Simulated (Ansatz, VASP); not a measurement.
## Two plane-wave programs on SnTe

File INCAR:

```
ALGO = Normal
EDIFF = 1E-6
ENCUT = 520
ISIF = 2
ISMEAR = -1
LASPH = T
LCHARG = F
LREAL = F
LWAVE = F
NBANDS = 17
NELM = 60
PREC = Accurate
SIGMA = 0.05
```

KPOINTS

```
k-points
0
Gamma
  6 6 6
```

Contents of POSCAR:

```
SnTe
1.0
    0.0000000000      3.5623407469      3.5623407469
    3.5623407469      0.0000000000      3.5623407469
    3.5623407469      3.5623407469      0.0000000000
Te Sn
1 1
Direct
    0.2500000000      0.2500000000      0.2500000000
    0.0000000000      0.0000000000      0.0000000000
```

input.yaml

```yaml
crystal:
  lattice:
    - [0.0, 3.5623407469, 3.5623407469]
    - [3.5623407469, 0.0, 3.5623407469]
    - [3.5623407469, 3.5623407469, 0.0]
  atoms:
    - { symbol: Te, position: [0.25, 0.25, 0.25] }
    - { symbol: Sn, position: [0.0, 0.0, 0.0] }
hamiltonian:
  xc: lda
  pseudopotentials: { kind: paw }
kpoints:
  mp_grid: { grid: [6, 6, 6] }
scf:
  occupations: { method: fermi_dirac, width: 0.05 }
output:
  forces: true
  stress: true
  eigenvalues: true
```

Measurements of this composition are mostly on another form, of space group No. 225.

Alike in both runs: task single point; functional LDA; k mesh 6 × 6 × 6; occupations fermi-dirac, width 0.05 eV; no spin polarisation.

|  | VASP | Ansatz |
| --- | --- | --- |
| version | VASP 6.6.1 | Ansatz 0.2.0 |
| potentials or method | VASP PAW LDA potentials, release 64 (Te, Sn_d) | Ansatz PAW |
| plane-wave cutoff (eV) | 520 | 420 |
| valence electrons in the cell | 20 | 30 |

```tsv
	VASP	Ansatz	Ansatz less VASP
gap on the k mesh at the Fermi level (eV)	0.10	0.11	+0.011
least direct gap on the mesh (eV)	0.68	0.69	+0.007
pressure (GPa)	-1.3	-1.3	-0.03
```

The two sets of potentials don't hold the same shells in valence.

Caveats: spin-orbit coupling is left out, which moves the levels of the heavy elements; the PAW data sets come from PBE, with cores solved anew for the run's functional, which leaves a small shift of forces and pressure (Ansatz).
